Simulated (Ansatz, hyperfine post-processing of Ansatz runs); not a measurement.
# Reading the 23Na spectrum of Na3CrF6

Calculated values: DFT, PBEsol+U, plane-wave PAW, default files (PAW set soft_2), collinear spin, scalar-relativistic (Ansatz), contact and point-dipole shifts scaled to 330 K with Θ = 0 K (a pure Curie law); spin-only moments, above the ordering temperature.

```
Cr Na F
1.0
     5.49130    0.00000    0.00000
     0.00000    5.70210    0.00000
    -5.43792    0.00000    7.91245
Cr Na F
2 6 12
Direct
  0.00000 0.50000 0.50000
  0.00000 0.00000 0.00000
  0.50000 0.50000 0.00000
  0.50000 0.00000 0.50000
  0.27085 0.44281 0.25508
  0.72915 0.94281 0.24492
  0.72915 0.55719 0.74492
  0.27085 0.05719 0.75508
  0.66200 0.67696 0.44794
  0.33800 0.17696 0.05206
  0.33800 0.32304 0.55206
  0.66200 0.82304 0.94794
  0.23746 0.77948 0.57051
  0.76254 0.27948 0.92949
  0.76254 0.22052 0.42949
  0.23746 0.72052 0.07051
  0.88951 0.55541 0.27375
  0.11049 0.05541 0.22625
  0.11049 0.44459 0.72625
  0.88951 0.94459 0.77375
```

23Na MAS at 11.7 T (131.8 MHz), 60 kHz, 330 K; contact and dipolar shift alone, no orbital or quadrupolar part; lines under 1.5 % of the strongest are left out. Lines of the NMR spectrum (strongest = 100):

```
position (ppm)  intensity
          11.8         53
          75.9        2.6
         531.0        100
         986.1        2.7
```

**Question.** Which lines are isotropic ones rather than spinning sidebands, and which Na atoms give them?

Sidebands are spaced by 455 ppm (the spinning rate over the resonance of 131.8 MHz). An isotropic line need not be the tallest: it is the area-weighted centre of its own family of sidebands, and the one that stays put when the rate is changed. Isotropic shifts: 12 ppm for atom 3 and the 1 atom equivalent to it (6 Cr through links of 140 to 146° (6)), reduced anisotropy -24 ppm; 531 ppm for atom 5 and the 3 atoms equivalent to it (4 Cr through links of 81 to 89° (2), 93 to 98° (3), 103 to 109° (2) and 126° (1)), reduced anisotropy -254 ppm. The families' total areas stand as 1:2, which settles the match.

[Logs are printed without paths, hosts, clocks, repeated set-up lines and the standing remarks that a program may print on its own settings, such as how far it seeks lower states.]

[Hosts, paths, dates, database ids (printed as entryN), source tags and the programs' standing remarks are cut or masked in the printed files.]
